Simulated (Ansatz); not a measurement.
## TiS2: gradients before and after relaxing the atoms

Start: a COD entry.

```cif
data_structure
_symmetry_space_group_name_H-M 'P 1'
_symmetry_Int_Tables_number 1
_cell_length_a 3.4120
_cell_length_b 3.4120
_cell_length_c 5.6950
_cell_angle_alpha 90.000
_cell_angle_beta 90.000
_cell_angle_gamma 120.000
_cell_volume 57.42
loop_
_atom_site_label
_atom_site_type_symbol
_atom_site_fract_x
_atom_site_fract_y
_atom_site_fract_z
_atom_site_occupancy
Ti1 Ti 0.00000 0.00000 0.00000 1
S2 S 0.33333 0.66667 0.25000 1
S3 S 0.66667 0.33333 0.75000 1
```

Atom numbers follow the list; atoms alike are taken as one site, whose name carries the number of the first.

Level of theory: DFT, r2SCAN, plane waves and PAW, scalar-relativistic, 500 eV cutoff, Γ-centred 11×11×6 k-points, Fermi–Dirac smearing 0.05 eV (Ansatz 0.2.0).

The largest force at the start is 0.31 eV/Å. Relaxing the ions at fixed cell moves them by 0.023 Å at most (atom 2, S) and 0.019 Å rms. End positions:

```
CELL_PARAMETERS angstrom
3.41200 0.00000 0.00000
-1.70600 2.95488 0.00000
0.00000 0.00000 5.69500
ATOMIC_POSITIONS crystal
Ti 0.00000 0.00000 0.00000
S 0.33333 0.66667 0.24596
S 0.66667 0.33333 0.75404
```

| site | atom | moved (Å) | first shell before | first shell after | V_zz before (10²¹ V/m²) | η before |
| --- | --- | --- | --- | --- | --- | --- |
| Ti | 1 | 0.000 | 6 S at 2.43 Å | 6 S at 2.42 Å | -1.81 | 0.00 |
| S | 2 | 0.023 | 3 Ti at 2.43 Å | 3 Ti at 2.42 Å | -1.03 | 0.00 |

**Question.** What are V_zz and η after the relaxation?

**Answer.** 

| site | atom | V_zz after | η after | change of V_zz |
| --- | --- | --- | --- | --- |
| Ti | 1 | -1.71 | 0.00 | +0.10 |
| S | 2 | -1.19 | 0.00 | -0.16 |

The largest change of V_zz is on S, from -1.03 to -1.19. In per cent, |V_zz| changes by -5 on Ti, +15 on S (all sites that start above 0.5).

Before: With a gap of 0.12 eV under a smearing of 0.05 eV the band edges are partly filled, so small gradients can hang on the smearing and the k-mesh.
After: With a gap of 0.18 eV under a smearing of 0.05 eV the band edges are partly filled, so small gradients can hang on the smearing and the k-mesh.
